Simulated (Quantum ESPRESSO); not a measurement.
# GaAs (F-43m) in Quantum ESPRESSO: further runs

The runs below take GaAs through single point, with PBE, LDA.

Everything below comes from runs of Quantum ESPRESSO 7.5. Logs are shortened: lines on timing, memory, paths and dates and some standing lists are left out, and cuts for length are marked.

**The experiment to reproduce.**

“Evidence of valence band perturbations in GaAsN/GaAs(001): A combined variable-angle spectroscopic ellipsometry and modulated photoreflectance investigation”, 2008, arxiv:0805.2212 reports, for a bulk crystal of GaAs at 300 K: band gap 1.412 ± 0.01 eV (direct).

The runs below are set against these values where they give the same quantity.

## (1) Starting point

Symmetry: F-43m, No. 216, cubic system. The conventional cell has a = 5.654 Å, b = 5.654 Å, c = 5.654 Å, α = 90.00°, β = 90.00°, γ = 90.00°. Around As (site symmetry -43m) lie 4 Ga at 2.45 Å. Ga (site symmetry -43m) is surrounded by 4 As at 2.45 Å.

## (2) Single point, PBE, non-collinear spin, zero start, spin-orbit coupling

scf.in

```
&CONTROL
  calculation = 'scf'
  prefix = 'pwscf'
  outdir = './tmp'
  pseudo_dir = './pseudo'
/
&SYSTEM
  ibrav = 0
  A = 3.99776961
  nat = 2
  ntyp = 2
  ecutwfc = 84
  nbnd = 42
  occupations = 'smearing'
  smearing = 'fd'
  degauss = 0.00367493
  noncolin = .true.
  lspinorb = .true.
  force_symmorphic = .true.
/
&ELECTRONS
  conv_thr = 4d-10
  electron_maxstep = 120
  mixing_beta = 0.5
/
ATOMIC_SPECIES
As    74.9216 As.upf
Ga    69.7230 Ga.upf
CELL_PARAMETERS alat
   0.0000000000    0.7071067810    0.7071067810
   0.7071067810    0.0000000000    0.7071067810
   0.7071067810    0.7071067810    0.0000000000
ATOMIC_POSITIONS alat
As     1.0606601715    1.0606601715    1.0606601715
Ga     0.0000000000    0.0000000000    0.0000000000
K_POINTS automatic
8 8 8 0 0 0
```

nscf.in

```
&CONTROL
  calculation = 'nscf'
  prefix = 'pwscf'
  outdir = './tmp'
  pseudo_dir = './pseudo'
/
&SYSTEM
  ibrav = 0
  A = 3.99776961
  nat = 2
  ntyp = 2
  ecutwfc = 84
  nbnd = 68
  occupations = 'fixed'
  noncolin = .true.
  lspinorb = .true.
  force_symmorphic = .true.
/
&ELECTRONS
  conv_thr = 1d-08
  diago_full_acc = .true.
  diago_thr_init = 1d-06
/
ATOMIC_SPECIES
As    74.9216 As.upf
Ga    69.7230 Ga.upf
CELL_PARAMETERS alat
   0.0000000000    0.7071067810    0.7071067810
   0.7071067810    0.0000000000    0.7071067810
   0.7071067810    0.7071067810    0.0000000000
ATOMIC_POSITIONS alat
As     1.0606601715    1.0606601715    1.0606601715
Ga     0.0000000000    0.0000000000    0.0000000000
K_POINTS automatic
8 8 8 0 0 0
```

Potentials or basis: PseudoDojo 0.4 FR PBE standard.

Launch:

```bash
OMP_NUM_THREADS=1 pw.x -in scf.in > scf.out
OMP_NUM_THREADS=1 pw.x -in nscf.in > nscf.out
```

scf.out:

```text
This program is part of the open-source Quantum ESPRESSO suite
     for quantum simulation of materials; please cite
[... 9 lines left out ...]
     --------------------
     sticks:   dense  smooth     PW     G-vecs:    dense   smooth      PW
     Sum        1333    1333    379                31775    31775    5029

     Using Slab Decomposition

     bravais-lattice index     =            0
     lattice parameter (alat)  =       7.5547  a.u.
     unit-cell volume          =     304.8842 (a.u.)^3
     number of atoms/cell      =            2
     number of atomic types    =            2
     number of electrons       =        28.00
     number of Kohn-Sham states=           42
     kinetic-energy cutoff     =      84.0000  Ry
     charge density cutoff     =     336.0000  Ry
     scf convergence threshold =      4.0E-10
     mixing beta               =       0.5000
     number of iterations used =            8  plain     mixing
     Exchange-correlation= PBE
                           (   1   4   3   4   0   0   0)
     Non magnetic calculation with spin-orbit

     celldm(1)=   7.554690  celldm(2)=   0.000000  celldm(3)=   0.000000
     celldm(4)=   0.000000  celldm(5)=   0.000000  celldm(6)=   0.000000

[... 8 lines left out ...]
               b(3) = (  0.707107  0.707107 -0.707107 )

     PseudoPot. # 1 for As read from file:
     As.upf
     Pseudo is Norm-conserving + core correction, Zval = 15.0
     Generated using ONCVPSP code by D. R. Hamann
     Using radial grid of 1358 points, 10 beta functions with:
                l(1) =   0
                l(2) =   0
                l(3) =   1
                l(4) =   1
                l(5) =   1
                l(6) =   1
                l(7) =   2
                l(8) =   2
                l(9) =   2
               l(10) =   2

     PseudoPot. # 2 for Ga read from file:
     Ga.upf
     Pseudo is Norm-conserving + core correction, Zval = 13.0
     Generated using ONCVPSP code by D. R. Hamann
     Using radial grid of 1926 points, 10 beta functions with:
                l(1) =   0
                l(2) =   0
                l(3) =   1
                l(4) =   1
                l(5) =   1
                l(6) =   1
                l(7) =   2
                l(8) =   2
                l(9) =   2
               l(10) =   2

     atomic species   valence    mass     pseudopotential
     As               15.00    74.92160     As( 1.00)
     Ga               13.00    69.72300     Ga( 1.00)

     24 Sym. Ops. (no inversion) found

   Cartesian axes

     site n.     atom                  positions (alat units)
         1        As     tau(   1) = (   1.0606602   1.0606602   1.0606602  )
         2        Ga     tau(   2) = (   0.0000000   0.0000000   0.0000000  )

     number of k points=    29  Fermi-Dirac smearing, width (Ry)=  0.0037
                       cart. coord. in units 2pi/alat
        k(    1) = (   0.0000000   0.0000000   0.0000000), wk =   0.0019531
        k(    2) = (   0.0883883   0.0883883  -0.0883883), wk =   0.0156250
        k(    3) = (   0.1767767   0.1767767  -0.1767767), wk =   0.0156250
        k(    4) = (   0.2651650   0.2651650  -0.2651650), wk =   0.0156250
        k(    5) = (  -0.3535534  -0.3535534   0.3535534), wk =   0.0078125
        k(    6) = (   0.1767767   0.0000000   0.0000000), wk =   0.0117188
[... 21 lines left out ...]
        k(   28) = (  -0.7071068   0.1767767   0.0000000), wk =   0.0234375
        k(   29) = (  -0.7071068   0.3535534   0.0000000), wk =   0.0117188

     Dense  grid:    31775 G-vectors     FFT dimensions: (  45,  45,  45)

     Initial potential from superposition of free atoms

     starting charge      27.9971, renormalised to      28.0000
     Starting wfcs are   36 randomized atomic wfcs +    6 random wfcs

     Self-consistent Calculation

     iteration #  1     ecut=    84.00 Ry     beta= 0.50
     Davidson diagonalization with overlap
     ethr =  1.00E-02,  avg # of iterations =  5.4

     Threshold (ethr) on eigenvalues was too large:
     Diagonalizing with lowered threshold

     Davidson diagonalization with overlap
     ethr =  1.72E-04,  avg # of iterations =  3.4

     total energy              =    -365.04869964 Ry
     estimated scf accuracy    <       0.04828995 Ry
[... 50 lines left out ...]
     iteration #  9     ecut=    84.00 Ry     beta= 0.50
     Davidson diagonalization with overlap
     ethr =  3.34E-12,  avg # of iterations =  2.0

     End of self-consistent calculation

          k = 0.0000 0.0000 0.0000 (  3839 PWs)   bands (ev):

   -26.8208 -26.8208 -26.8208 -26.8208 -26.0974 -26.0974 -26.0915 -26.0915
   -26.0915 -26.0915  -6.2507  -6.2507  -6.2507  -6.2507  -5.8248  -5.8248
    -5.7725  -5.7725  -5.7725  -5.7725  -3.9221  -3.9221   8.5800   8.5800
     8.9147   8.9147   8.9147   8.9147   9.3228   9.3228  12.4221  12.4221
    12.6082  12.6082  12.6082  12.6082  16.4093  16.4093  18.9701  18.9701
    18.9701  18.9702
[... 30 lines left out ...]
   -26.8206 -26.8206 -26.8201 -26.8201 -26.0967 -26.0967 -26.0916 -26.0916
   -26.0906 -26.0906  -6.2750  -6.2750  -6.2459  -6.2459  -5.8354  -5.8354
    -5.7950  -5.7950  -5.7536  -5.7536  -2.1598  -2.1598   2.1705   2.1705
     7.5596   7.5596   7.7654   7.7654   9.8085   9.8085  13.4094  13.4094
    13.4920  13.4920  16.5725  16.5725  19.2045  19.2045  20.6772  20.6775
    20.7827  20.7829

          k = 0.1768 0.0000 0.0000 (  3931 PWs)   bands (ev):

   -26.8208 -26.8208 -26.8207 -26.8207 -26.0973 -26.0973 -26.0915 -26.0915
   -26.0914 -26.0914  -6.2577  -6.2577  -6.2469  -6.2469  -5.8286  -5.8286
    -5.7750  -5.7750  -5.7716  -5.7716  -3.6788  -3.6788   6.8067   6.8067
     8.0689   8.0689   8.2269   8.2269  11.1619  11.1619  11.9084  11.9084
    13.4808  13.4808  13.5355  13.5355  16.8552  16.8552  17.7144  17.7144
    19.2259  19.2259
[... 39 lines left out ...]
   -26.8206 -26.8206 -26.8204 -26.8203 -26.0970 -26.0969 -26.0916 -26.0915
   -26.0910 -26.0909  -6.2797  -6.2629  -6.2423  -6.2417  -5.8523  -5.8183
    -5.7913  -5.7828  -5.7636  -5.7587  -2.8688  -2.8649   3.9565   3.9799
     6.6732   6.7207   8.0862   8.0869  11.0960  11.1404  13.5149  13.5271
    13.5928  13.6005  14.9318  14.9481  17.1423  17.1437  18.5597  18.5820
    19.9135  19.9246

          k = 0.0000-0.1768 0.1768 (  3931 PWs)   bands (ev):

   -26.8207 -26.8207 -26.8206 -26.8205 -26.0972 -26.0972 -26.0915 -26.0915
   -26.0913 -26.0912  -6.2645  -6.2587  -6.2473  -6.2444  -5.8385  -5.8234
    -5.7831  -5.7785  -5.7700  -5.7644  -3.4483  -3.4459   5.6520   5.6784
     7.4086   7.4638   8.5290   8.5310  11.0700  11.1283  12.8586  12.9071
    13.0257  13.0318  14.2027  14.2209  17.0941  17.0960  18.0458  18.0670
    18.5728  18.5789

          k = 0.3536 0.0000 0.0000 (  3976 PWs)   bands (ev):

   -26.8206 -26.8206 -26.8204 -26.8204 -26.0970 -26.0970 -26.0913 -26.0913
   -26.0912 -26.0912  -6.2729  -6.2729  -6.2392  -6.2392  -5.8380  -5.8380
    -5.7723  -5.7723  -5.7699  -5.7699  -2.9950  -2.9950   4.7153   4.7153
     7.0595   7.0595   7.1699   7.1699  10.7929  10.7929  12.0777  12.0777
    15.4079  15.4079  15.4340  15.4340  16.2606  16.2606  19.9892  19.9892
    20.2409  20.2409
[... 21 lines left out ...]
   -26.8205 -26.8204 -26.8201 -26.8201 -26.0967 -26.0965 -26.0914 -26.0913
   -26.0908 -26.0907  -6.3055  -6.2677  -6.2368  -6.2254  -5.8796  -5.8070
    -5.7911  -5.7801  -5.7579  -5.7548  -1.7809  -1.7780   2.3879   2.4336
     5.1263   5.1853   7.0631   7.0641  11.2101  11.2262  14.2216  14.2975
    15.2559  15.2566  16.1591  16.1792  17.3420  17.4123  18.5760  18.5776
    21.4458  21.4485

          k = 0.0000-0.3536 0.3536 (  3955 PWs)   bands (ev):

   -26.8205 -26.8205 -26.8203 -26.8201 -26.0968 -26.0966 -26.0915 -26.0914
   -26.0909 -26.0908  -6.2968  -6.2658  -6.2383  -6.2306  -5.8716  -5.8072
    -5.7956  -5.7803  -5.7594  -5.7572  -2.2869  -2.2819   3.1421   3.1879
     5.4097   5.4736   7.5855   7.5855  11.5221  11.5563  14.3589  14.4722
    14.4809  14.4943  14.5960  14.7105  17.2214  17.2224  19.1471  19.1921
    21.5252  21.5264
[... 21 lines left out ...]
   -26.8204 -26.8203 -26.8200 -26.8200 -26.0966 -26.0964 -26.0912 -26.0911
   -26.0908 -26.0908  -6.3100  -6.2720  -6.2339  -6.2220  -5.8814  -5.8146
    -5.7769  -5.7763  -5.7620  -5.7531  -1.4597  -1.4595   2.1557   2.2044
     4.9172   4.9756   6.5475   6.5496  10.7706  10.7743  13.4140  13.4769
    16.7375  16.7589  16.8871  16.8914  17.4285  17.5262  19.3883  19.3886
    23.0793  23.0836

          k =-0.7071 0.0000 0.0000 (  3984 PWs)   bands (ev):

   -26.8204 -26.8204 -26.8200 -26.8200 -26.0966 -26.0966 -26.0911 -26.0911
   -26.0908 -26.0908  -6.2935  -6.2935  -6.2294  -6.2294  -5.8474  -5.8474
    -5.7717  -5.7717  -5.7556  -5.7556  -1.4230  -1.4230   1.9925   1.9925
     6.0854   6.0854   6.1695   6.1695  10.2757  10.2757  10.4688  10.4688
    18.9375  18.9375  18.9937  18.9937  19.8026  19.8026  22.1182  22.1203
    22.2493  22.2521
[... 39 lines left out ...]
   -26.8204 -26.8203 -26.8201 -26.8201 -26.0967 -26.0964 -26.0912 -26.0911
   -26.0909 -26.0908  -6.3107  -6.2697  -6.2328  -6.2233  -5.8847  -5.8086
    -5.7815  -5.7766  -5.7605  -5.7546  -1.5275  -1.5267   2.2539   2.3030
     5.1096   5.1748   6.1407   6.1690  11.7908  11.8230  13.4752  13.5566
    14.6823  14.7387  16.6426  16.6650  18.2184  18.3062  21.0181  21.0408
    21.7258  21.7597

          k = 0.0000-0.3536 0.5303 (  3975 PWs)   bands (ev):

   -26.8205 -26.8203 -26.8201 -26.8201 -26.0967 -26.0964 -26.0913 -26.0912
   -26.0909 -26.0908  -6.3093  -6.2678  -6.2340  -6.2235  -5.8851  -5.8032
    -5.7896  -5.7778  -5.7581  -5.7561  -1.6681  -1.6660   2.4202   2.4742
     4.9651   5.0343   6.4818   6.5099  12.1197  12.1723  14.0220  14.0710
    14.1947  14.2988  16.5098  16.5514  17.4972  17.5759  19.2592  19.2727
    22.8959  22.9253

          k =-0.7071 0.1768 0.0000 (  3972 PWs)   bands (ev):

   -26.8205 -26.8203 -26.8200 -26.8200 -26.0966 -26.0964 -26.0911 -26.0911
   -26.0909 -26.0908  -6.3089  -6.2758  -6.2314  -6.2247  -5.8766  -5.8198
    -5.7754  -5.7685  -5.7653  -5.7527  -1.3948  -1.3944   2.0625   2.0979
     5.6059   5.6996   5.7566   5.7861  11.3518  11.3861  11.5354  11.6044
    16.9205  16.9838  17.1138  17.2129  19.7206  19.9158  21.0835  21.1881
    22.1270  22.2057

          k =-0.7071 0.3536 0.0000 (  3972 PWs)   bands (ev):

   -26.8204 -26.8202 -26.8201 -26.8201 -26.0966 -26.0964 -26.0911 -26.0910
   -26.0910 -26.0909  -6.3145  -6.2687  -6.2299  -6.2224  -5.8911  -5.8011
    -5.7844  -5.7759  -5.7592  -5.7559  -1.3659  -1.3652   2.1516   2.2077
     5.2055   5.3272   5.4497   5.4893  13.3171  13.5060  13.5298  13.5632
    14.1712  14.2718  14.8563  14.8616  19.7828  19.9721  21.0301  21.1412
    22.0661  22.1794

     the Fermi energy is     9.1373 ev

!    total energy              =    -365.05489828 Ry
     estimated scf accuracy    <          2.7E-11 Ry
     smearing contrib. (-TS)   =      -0.00000356 Ry
     internal energy E=F+TS    =    -365.05489472 Ry

     The total energy is F=E-TS. E is the sum of the following terms:
     one-electron contribution =    -191.98726985 Ry
     hartree contribution      =     114.69506951 Ry
     xc contribution           =     -89.40986061 Ry
     ewald contribution        =    -198.35283377 Ry

     convergence has been achieved in   9 iterations

=------------------------------------------------------------------------------=
   JOB DONE.
=------------------------------------------------------------------------------=
```

Wall time 6.2 min (1 thread of Intel Xeon at 2.70GHz, shared host); peak memory 0.28 GiB.

What came out:

* Band gap on the k mesh, mean-field level: 0.41 eV, direct

Levels at points of the mesh, in eV from the valence-band top:
```
             k point  band 24  band 25  band 26  band 27  band 28  band 29  band 30  band 31  band 32  band 33
  (0.00, 0.00, 0.00)    -0.33     0.00     0.00     0.00     0.00     0.41     0.41     3.51     3.51     3.69
 (0.00, 0.00, -0.50)    -6.74    -1.36    -1.36    -1.15    -1.15     0.89     0.89     4.49     4.49     4.58
(0.00, -0.50, -0.50)    -6.92    -2.83    -2.83    -2.75    -2.75     1.36     1.36     1.55     1.55    10.02
```

[end of part 1 of 2]
